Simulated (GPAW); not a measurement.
## PtSe2 (Sudovikovite): band structure with PBE

Crystal: PtSe2 (Sudovikovite).

```
Pt Se
1.0
     3.72400    0.00000    0.00000
    -1.86200    3.22508    0.00000
     0.00000    0.00000    5.06200
Pt Se
1 2
Cartesian
  0.0000 0.0000 0.0000
  1.8620 1.0750 3.7965
  0.0000 2.1501 1.2655
```

```yaml
Program: GPAW 26.7.0
Task: band structure
Functional: PBE
Potentials_or_basis: GPAW PAW data sets (gpaw-data 1.2.1)
Cutoff: 600 eV
Basis: pw
k_mesh: 6 × 6 × 4
Occupations: fermi-dirac, width 0.05 eV
Spin: spin-orbit coupling, no magnetisation
Maxiter: 150
Band_path: GMKGALHA,LM,KH
Band_points: 80
spin_axis_theta_degrees: 54.7
spin_axis_phi_degrees: 45
Soc_after_scf: second variation
```

| Property | Result |
| --- | --- |
| Pressure | 7.4 GPa |
| Largest force | 0.612 eV/Å |
| Band gap along the path | none (metal or under the smearing width) |

Forces on the atoms (eV/Å):
```
Pt   0.000  0.000  0.000
Se   0.000  0.000 -0.612
Se   0.000  0.000  0.612
```

Stress tensor (GPa, compression positive):
```
8.05 0.00 0.00
0.00 8.05 0.00
0.00 0.00 6.10
```

Levels at the corners of the path, in eV from the Fermi level:
```tsv
point	band 25	band 26	band 27	band 28	band 29	band 30	band 31	band 32
Γ	-0.84	-0.84	0.38	0.38	1.35	1.35	1.47	1.47
M	-3.28	-3.28	-2.76	-2.76	0.65	0.65	2.29	2.29
K	-1.96	-1.96	-1.75	-1.75	-0.06	-0.06	0.10	0.10
Γ	-0.84	-0.84	0.38	0.38	1.35	1.35	1.47	1.47
A	-1.69	-1.69	-1.31	-1.31	2.21	2.21	2.29	2.29
L	-2.92	-2.91	-1.36	-1.36	0.95	0.95	1.50	1.50
H	-2.57	-2.57	-2.34	-2.34	1.91	1.91	2.00	2.00
A	-1.69	-1.69	-1.31	-1.31	2.21	2.21	2.29	2.29
L	-2.92	-2.91	-1.36	-1.36	0.95	0.95	1.50	1.50
M	-3.28	-3.28	-2.76	-2.76	0.65	0.65	2.29	2.29
K	-1.96	-1.96	-1.75	-1.75	-0.06	-0.06	0.10	0.10
H	-2.57	-2.57	-2.34	-2.34	1.91	1.91	2.00	2.00
```

Run time: 91 s on 1 thread of Arm Neoverse V1, with other jobs on the host, peak memory 0.38 GiB.

Caveat: spin-orbit coupling was added after a scalar SCF, so levels and gaps hold it while energy, forces, pressure and moments don't; this program's spin-orbit splittings come out too wide for heavy elements.
